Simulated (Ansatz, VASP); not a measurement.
C in VASP and in Ansatz

```
C
1.0
     2.47000    0.00000    0.00000
    -1.23500    2.13908    0.00000
     0.00000    0.00000    6.79000
C
4
Direct
  0.00000 0.00000 0.00000
  0.00000 0.00000 0.50000
  0.33333 0.66667 0.00500
  0.66667 0.33333 0.50500
```

This is a stacking variant of graphite.

Alike in both runs: task single point; functional PBE; k mesh 3 × 3 × 1; no spin polarisation.

|  | VASP | Ansatz |
| --- | --- | --- |
| version | VASP 6.6.1 | Ansatz 0.2.0 |
| potentials or method | VASP PAW PBE potentials, release 64 (C) | plane waves, PAW |
| plane-wave cutoff (eV) | 520 | 420 |
| occupations | methfessel-paxton of order 1, width 0.05 eV | cold, width 0.05 eV |
| valence electrons in the cell | 16 | 16 |

Ansatz gave:

* pressure (GPa): 1.8
* largest component of the traceless stress (GPa): 0.66
* rms of the force components (eV/Å): 0.327

Task: Which values does VASP return?

Result: Pressure (GPa): 2.3; largest component of the traceless stress (GPa): 1.21; rms of the force components (eV/Å): 0.326.

Atom by atom the forces differ by 0.001 eV/Å (rms over components).

Caveats: the k mesh is coarse (spacing up to 0.98 Å⁻¹), so the values aren't converged; this functional lacks dispersion, which binds the layers, so the pressure and a relaxed spacing across them are unreliable.
